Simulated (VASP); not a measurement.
Runs of VASP 6.6.1 on SnSe2. Symmetry: P-3m1, No. 164, trigonal system. The conventional cell has a = 3.811 Å, b = 3.811 Å, c = 6.136 Å, α = 90.00°, β = 90.00°, γ = 120.00°. Sn (site symmetry -3m) has 6 Se at 2.68 Å as nearest neighbours. Se (site symmetry 3m) is surrounded by 3 Sn at 2.68 Å. 

```csv
level,spin,k mesh,mesh quality,gap on the mesh (eV),pressure (GPa),largest force (eV/Å)
SCAN,"SOC, no magnetisation",5 × 5 × 3,coarse,-,3.6,0.50
rSCAN,off,8 × 8 × 5,not flagged,(b),3.6,0.52
r2SCAN,"SOC, no magnetisation",5 × 5 × 3,coarse,-,(a),0.50
r2SCAN,off,8 × 8 × 5,not flagged,1.10,3.6,0.53
SCAN,off,8 × 8 × 5,not flagged,1.05,3.4,0.53
```

Alike in all rows: task band structure; potentials or basis VASP PAW PBE potentials, release 64 (Sn_d, Se); cell as given; cutoff (eV) 520; smearing fermi-dirac 0.05 eV.

Question: Fill in the values left out.

Answer: (a) 3.8; (b) 1.08.

Caveats: some runs use coarse meshes; the PAW data sets were made with another functional, which shifts forces and pressure a little; spin-orbit coupling is left out, which moves the levels of the heavy elements (some runs).

A k mesh can miss the band edges, and rows without SOC leave out spin-orbit coupling on Se, Sn.

Runs at the PBE level aren't shown here.
